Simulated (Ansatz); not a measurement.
# AlN: a single-point run

Wanted: a converged single-point run for AlN, and a check of what comes out. The structure is shown as the input types it. The cell is built on a prototype (NiAs type) and needn't be the phase found in nature.

Program: Ansatz 0.2.0. Level of theory: density functional or hybrid calculation with the settings of its input, plane waves (as first typed). These are calculated values, not measurements.

2 further runs of the same task are left out: 2 that didn't finish.

### Step 1. The structure to begin with

It takes space group P6_3/mmc (No. 194, hexagonal). Conventional cell: a = 2.833 Å, b = 2.833 Å, c = 4.841 Å, α = 90.00°, β = 90.00°, γ = 120.00°. Around Al (site symmetry -3m) lie 6 N at 2.03 Å. N (site symmetry -6m2) is surrounded by 6 Al at 2.03 Å.

Coordinates:

```
CELL_PARAMETERS angstrom
2.83285 0.00000 0.00000
-1.41643 2.45332 0.00000
0.00000 0.00000 4.84101
ATOMIC_POSITIONS crystal
Al 0.00000 0.00000 0.00000
Al 0.00000 0.00000 0.50000
N 0.33333 0.66667 0.25000
N 0.66667 0.33333 0.75000
```

### Step 2. Running it

input.yaml reads:

```yaml
crystal:
  lattice:
    - [2.8328531135, 0.0, 0.0]
    - [-1.4164265567, 2.4533227615, 0.0]
    - [0.0, 0.0, 4.8410108391]
  atoms:
    - { symbol: Al, position: [0.0, 0.0, 0.0] }
    - { symbol: Al, position: [0.0, 0.0, 0.5] }
    - { symbol: "N", position: [0.3333333333, 0.6666666667, 0.25] }
    - { symbol: "N", position: [0.6666666667, 0.3333333333, 0.75] }
kpoints:
  mp_grid: { grid: [9, 9, 4] }
hamiltonian:
  xc: scan
scf:
  occupations: { method: fixed }
  n_extra_bands: 5
output:
  forces: true
  stress: true
  eigenvalues: true
```

Launch:

```console
$ ansatz run input.yaml --threads 4 --pin off --max-ram 3686MiB --backend cpu --events-out ev --progress --plain --runs-dir out
```

Q: Will this input give a usable result? If not, why, and what should change?

The run ended at the input check. It says: «line 14 column 7: hamiltonian.xc: unknown variant `scan`, expected one of `lda`, `lda-pw`, `pw92`, `pbe`, `pbesol`, `rpbe`, `revpbe`, `blyp`, ...»

In the input, hamiltonian.xc is scan. The functional or method isn't one that the program knows by that name.

What to do: set hamiltonian.xc to pbe. Any name on the list would pass the check; a listed functional of a like name need not be the same functional.
